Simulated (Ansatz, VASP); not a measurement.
## One calculation of AlNi, two programs

```
Al Ni
1.0
     2.83190    0.00000    0.00000
     0.00000    2.83190    0.00000
     0.00000    0.00000    2.83190
Al Ni
1 1
Direct
  0.00000 0.00000 0.00000
  0.50000 0.50000 0.50000
```

Alike in both runs: functional LDA; k mesh 8 × 8 × 8; occupations gaussian, width 0.1 eV; no spin polarisation.

Ansatz relaxed the structure, and its values are those at the end. VASP's run is a single point on that final structure, the one shown.

|  | VASP | Ansatz |
| --- | --- | --- |
| version | VASP 6.6.1 | Ansatz 0.2.0 |
| potentials or method | VASP PAW LDA potentials, release 64 (Al, Ni) | scalar-relativistic, plane waves, PAW |
| plane-wave cutoff (eV) | 520 | 420 |
| valence electrons in the cell | 13 | 21 |

|  | VASP | Ansatz | Ansatz less VASP |
| --- | --- | --- | --- |
| gap on the k mesh at the Fermi level (eV) | none | none | - |
| pressure (GPa) | 0.9 | 0.3 | -0.60 |

A gap of «none» marks a metal or a gap that the smearing closes. The two sets of potentials don't hold the same shells in valence.

Spin polarisation is off, so any magnetic state and its effect on volume and gap are missing.
